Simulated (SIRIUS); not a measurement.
## MnO: equation of state with PBE

MnO:

```
Mn O
1.0
     2.67239    0.00000    0.00000
     0.00000    2.67239    0.00000
     0.00000    0.00000    2.67239
Mn O
1 1
Direct
  0.00000 0.00000 0.00000
  0.50000 0.50000 0.50000
```

Measurements of this composition are mostly on another form, of space group No. 225.

```
Program             : SIRIUS 7.12.0
Task                : equation of state
Functional          : PBE
Potentials or basis : all-electron FP-LAPW
Cutoff              : 276 eV
Basis               : apw+lo standard
k mesh              : 10 × 10 × 10
Occupations         : fermi-dirac, width 0.05 eV
Spin                : collinear spin, ferromagnetic start
Starting moments    : [4.0, 0.0] μB
```

The equilibrium volume is outside the volumes run.

Energy against volume, from the lowest point:
```
volume (Å³/atom)  energy (meV/atom)
           8.970              32.37
           9.161              24.75
           9.352              20.54
           9.543              14.93
           9.734               9.60
           9.924               4.95
          10.115               0.00
```

All runs of the series together: 13 min on 1 thread of Arm Neoverse V2 (shared host).

Caveat: the minimum lies outside the volumes run.
